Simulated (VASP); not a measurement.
# Si (I4/mmm) in VASP: notebook

The runs below take Si through single point, with PBEsol.

All numbers are computed with VASP 6.6.1; they aren't measurements. Logs are shortened: lines on timing, memory, paths and dates and some standing lists are left out, and cuts for length are marked.

## Step 1: Starting point

The structure is tetragonal, space group I4/mmm (No. 139). The conventional cell has a = 3.254 Å, b = 3.254 Å, c = 2.641 Å, α = 90.00°, β = 90.00°, γ = 90.00°. Si (site symmetry 4/mmm) has 10 Si at 2.64 to 2.65 Å as nearest neighbours.

This isn't the form of Si at room conditions, which is diamond.

## Step 2: Single point, PBEsol

Input file INCAR:

```
SYSTEM = Si
PREC     = Accurate       ! precision mode
ENCUT    = 450            ! plane-wave cutoff, eV
EDIFF    = 1E-6           ! SCF threshold, eV
ISMEAR   = 0              ! smearing method
SIGMA    = 0.5            ! smearing width, eV
LREAL    = .False.        ! projectors in reciprocal space
LASPH    = .True.         ! aspherical terms in the spheres
NELM     = 100            ! most SCF steps
ALGO     = Normal         ! electronic algorithm
ISIF     = 2              ! what is computed and relaxed
LWAVE    = .False.        ! write WAVECAR
LCHARG   = .False.        ! write CHGCAR
GGA      = PS             ! functional
ADDGRID  = .False.
```

Input file KPOINTS:

```
Automatic mesh
0
Gamma
  5 5 5
  0 0 0
```

Input file POSCAR:

```
Si
1.0
   -1.6269149300      1.6269149300      1.3203298500
    1.6269149300     -1.6269149300      1.3203298500
    1.6269149300      1.6269149300     -1.3203298500
Si
1
Direct
    0.0000000000      0.0000000000      0.0000000000
```

Potentials or basis: VASP PAW PBE potentials, release 64 (Si).

Command:

```
$ cat potpaw_PBE.64/Si/POTCAR > POTCAR
$ mpirun -np 1 vasp_std > vasp.out
```

OUTCAR:

```text
SYSTEM = Si
   PREC = Accurate
   ENCUT = 450
   EDIFF = 1E-6
   ISMEAR = 0
   LREAL = .False.
   LASPH = .True.
   NELM = 100
   ISIF = 2
   GGA = PS

 Found     18 irreducible k-points:

 Following reciprocal coordinates:
            Coordinates               Weight
  0.000000  0.000000  0.000000      1.000000
  0.200000  0.000000 -0.000000      8.000000
  0.400000  0.000000 -0.000000      8.000000
  0.200000  0.200000 -0.000000      8.000000
  0.400000  0.200000  0.000000     16.000000
 -0.400000  0.200000  0.000000     16.000000
   k-points           NKPTS =     18   k-points in BZ     NKDIM =     18   number of bands    NBANDS=      6
   number of dos      NEDOS =    301   number of ions     NIONS =      1
   total plane-waves  NPLWV =   5832
   dimension x,y,z NGX =    18 NGY =   18 NGZ =   18
   dimension x,y,z NGXF=    36 NGYF=   36 NGZF=   36
   ions per type =               1
   NGX,Y,Z   is equivalent  to a cutoff of  11.28, 11.28, 11.28 a.u.
   NGXF,Y,Z  is equivalent  to a cutoff of  22.56, 22.56, 22.56 a.u.
 SYSTEM =  Si
   PREC   = accura    normal or accurate (medium, high low for compatibility)
   ISTART =      0    job   : 0-new  1-cont  2-samecut
   ICHARG =      2    charge: 1-file 2-atom 10-const
   ISPIN  =      1    spin polarized calculation?
   LNONCOLLINEAR =      F non collinear calculations
   LSORBIT =      F    spin-orbit coupling
   LASPH  =      T    aspherical Exc in radial PAW
   ENCUT  =  450.0 eV  33.07 Ry    5.75 a.u.   4.59  4.59  4.59*2*pi/ulx,y,z
   NELM   =    100;   NELMIN=  2; NELMDL= -5     # of ELM steps
   EDIFF  = 0.1E-05   stopping-criterion for ELM
   LREAL  =      F    real-space projection
   EDIFFG = 0.1E-04   stopping-criterion for IOM
   NSW    =      0    number of steps for IOM
   IBRION =     -1    ionic relax: 0-MD 1-quasi-New 2-CG
   NFREE  =      0    steps in history (QN), initial steepest desc. (CG)
   ISIF   =      2    stress and relaxation
   ISYM   =      2    0-nonsym 1-usesym 2-fastsym
   POTIM  = 0.5000    time-step for ionic-motion
   TEBEG  =    0.0;   TEEND  =   0.0 temperature during run
   PSTRESS=    0.0 pullay stress
   NELECT =       4.0000    total number of electrons
   NUPDOWN=      -1.0000    fix difference up-down
   EMIN   =  10.00;   EMAX   =-10.00  energy-range for DOS
   EFERMI =   0.00;   METHOD = LEGACY
   ISMEAR =     0;   SIGMA  =   0.50  broadening in eV -4-tet -1-fermi 0-gaus
   EFERMI_NEDOS =   21; number of points for ismear=-14 and -15
   IALGO  =     38    algorithm
   IMIX   =      4    mixing-type and parameters
     AMIX     =   0.40;   BMIX     =  1.00
     AMIX_MAG =   1.60;   BMIX_MAG =  1.00
  volume/ion in A,a.u.               =      13.98        94.33
  Fermi-wavevector in a.u.,A,eV,Ry     =   1.078791  2.038620 15.834335  1.163791
  Thomas-Fermi vector in A             =   2.214739
   LORBIT       =      0    0 simple, 1 ext, 2 COOP (PROOUT), +10 PAW based schemes
   GGA     = PS    functional components
   LHFCALC =     F    Hartree Fock is set to
   AEXX    =    0.0000 exact exchange contribution
   IVDW    =     0    specifies the selected vdW correction
   LEPSILON=     F    determine dielectric tensor
   LRPA    =     F    only Hartree local field effects (RPA)
 non-spin polarized calculation
 Gauss-broadening in eV      SIGMA  =   0.50
  energy-cutoff  :      450.00
  volume of cell :       13.98
 maximum number of plane-waves:       311
 NGX is ok and might be reduce to    18
   NGX =  9   NGY =  9   NGZ =  9

 number of electron       4.0000000 magnetization

 Free energy of the ion-electron system (eV)
  ---------------------------------------------------
  ext. energy  EPLUGINS =         0.00000000
  ---------------------------------------------------
  free energy    TOTEN  =        -5.24075677 eV

  energy without entropy =       -5.17137461  energy(sigma->0) =       -5.20606569

 E-fermi :  10.2581     XC(G=0): -11.3730

 val. band max:       10.1065478464   @ k =  -0.4000  -0.4000   0.4000
 cond. band min:      10.4987599759   @ k =   0.2000   0.2000   0.2000
 fundamental gap:      0.3922121295
 Fermi energy:        10.2581311262

 k-point     1 :       0.0000    0.0000    0.0000
  band No.  band energies     occupation
      1      -4.2119      2.00000
      2      20.1239      0.00000
      3      20.6943      0.00000
      4      20.6943      0.00000
      5      23.5224      0.00000
      6      24.4676      0.00000

 k-point     2 :       0.2000    0.0000   -0.0000
  band No.  band energies     occupation
      1      -2.8331      2.00000
      2      16.6039      0.00000
      3      16.7701      0.00000
      4      18.6130      0.00000
      5      20.8885      0.00000
      6      23.2937      0.00000

 k-point     3 :       0.4000    0.0000   -0.0000
  band No.  band energies     occupation
      1       1.2465      2.00000
      2       7.8799      2.00000
      3      15.4120      0.00000
      4      17.2482      0.00000
      5      17.4063      0.00000
      6      20.3032      0.00000

 k-point     4 :       0.2000    0.2000   -0.0000
  band No.  band energies     occupation
      1       0.1789      2.00000
      2      11.4622      0.00066
      3      12.4371      0.00000
      4      15.5210      0.00000
      5      21.4028      0.00000
      6      23.2585      0.00000

 k-point     5 :       0.4000    0.2000    0.0000
  band No.  band energies     occupation
      1       4.3713      2.00000
      2       5.8362      2.00000
      3       9.6656      1.90622
      4      15.8219      0.00000
      5      20.2738      0.00000
      6      24.5049      0.00000

 k-point     6 :      -0.4000    0.2000    0.0000
  band No.  band energies     occupation
      1      -0.6749      2.00000
      2       9.8418      1.76101
      3      13.7748      0.00000
      4      18.2893      0.00000
      5      20.8502      0.00000
      6      27.4666      0.00000

 [... further k-points ...]
[... 5 lines left out ...]
  --------------------------------------------------------------------------------------
  -------------------------------------------------------------------------------------
  Total        0.5977851      0.5977851      0.0861842      0.0000000      0.0000000      0.0000000
  in kB       68.5146641     68.5146641      9.8779303      0.0000000      0.0000000      0.0000000
  external PRESSURE =      48.9690861 kB  Pullay stress =       0.0000000 kB

 VOLUME and BASIS-vectors are now :
 -----------------------------------------------------------------------------
  energy-cutoff  :      450.00
  volume of cell :       13.98
      direct lattice vectors                 reciprocal lattice vectors
    -1.626914930  1.626914930  1.320329850     0.000000000  0.307330144  0.378693249
     1.626914930 -1.626914930  1.320329850     0.307330144  0.000000000  0.378693249
     1.626914930  1.626914930 -1.320329850     0.307330144  0.307330144  0.000000000

 POSITION                                       TOTAL-FORCE (eV/Angst)
 -----------------------------------------------------------------------------------
      0.00000      0.00000      0.00000        -0.000000      0.000000      0.000000
 -----------------------------------------------------------------------------------
    total drift:                                0.000000      0.000000      0.000000

  FREE ENERGIE OF THE ION-ELECTRON SYSTEM (eV)
  ---------------------------------------------------
  free  energy   TOTEN  =        -5.2407567668 eV

  energy  without entropy=       -5.1713746130  energy(sigma->0) =       -5.20606569
```

It took 1.2 s on 1 thread of Intel Xeon 6975P-C (Granite Rapids), shared host; peak memory 0.11 GiB.

These settings aren't checked as converged: the numbers below hold their error.

Results:

```yaml
Free_energy: -5.2408 eV
Pressure: 4.9 GPa
Band_gap_on_the_k_mesh: none (metal or under the smearing width)
```

Caveat: the k mesh is coarse (spacing up to 0.61 Å⁻¹), so the values aren't converged; the PAW data sets were made with another functional, which shifts forces and pressure a little.

## Step 3: Single point, PBEsol

INCAR: that of step 2 with these lines changed.

```diff
@@ -5,3 +5,3 @@
 ISMEAR   = 0              ! smearing method
-SIGMA    = 0.5            ! smearing width, eV
+SIGMA    = 0.2            ! smearing width, eV
 LREAL    = .False.        ! projectors in reciprocal space
```

KPOINTS is that of step 2.

POSCAR is that of step 2.

Potentials or basis: VASP PAW PBE potentials, release 64 (Si).

Command:

```
$ cat potpaw_PBE.64/Si/POTCAR > POTCAR
$ mpirun -np 1 vasp_std > vasp.out
```

Run time: 1.1 s. Hardware: 1 thread of Intel Xeon 6975P-C (Granite Rapids), shared host; peak memory 0.11 GiB.

The run converged, but some of its settings lie outside the range that counts as converged, so its numbers aren't taken as properties of the crystal.

Results:

- Free energy: -5.2186 eV
- Pressure: 5.2 GPa
- Band gap on the k mesh: none (metal or under the smearing width)

Caveat: the k mesh is coarse (spacing up to 0.61 Å⁻¹), so the values aren't converged; the PAW data sets were made with another functional, which shifts forces and pressure a little.

## Step 4: Single point, PBEsol

INCAR: that of step 3 with these lines changed.

```diff
@@ -5,3 +5,3 @@
 ISMEAR   = 0              ! smearing method
-SIGMA    = 0.2            ! smearing width, eV
+SIGMA    = 0.01           ! smearing width, eV
 LREAL    = .False.        ! projectors in reciprocal space
```

KPOINTS is that of step 3.

POSCAR is that of step 3.

Command:

```
$ cat potpaw_PBE.64/Si/POTCAR > POTCAR
$ mpirun -np 1 vasp_std > vasp.out
```

Run time: 1 s. Hardware: 1 thread of Intel Xeon 6975P-C (Granite Rapids), shared host; peak memory 0.1 GiB.

These settings aren't checked as converged: the numbers below hold their error.

Results:

```yaml
Free_energy: -5.2166 eV
Pressure: 4.9 GPa
Band_gap_on_the_k_mesh: none (metal or under the smearing width)
```

Caveat: the k mesh is coarse (spacing up to 0.61 Å⁻¹), so the values aren't converged; the PAW data sets were made with another functional, which shifts forces and pressure a little.

## Step 5: For comparison

An earlier run on the cell as given: functional PBE; potentials or basis VASP PAW PBE potentials, release 64 (Si); cutoff 520 eV; k mesh 13 × 13 × 13; occupations fermi-dirac, width 0.05 eV; no spin polarisation.

- Pressure: 3.5 GPa
- Band gap on the k mesh: none (metal or under the smearing width)
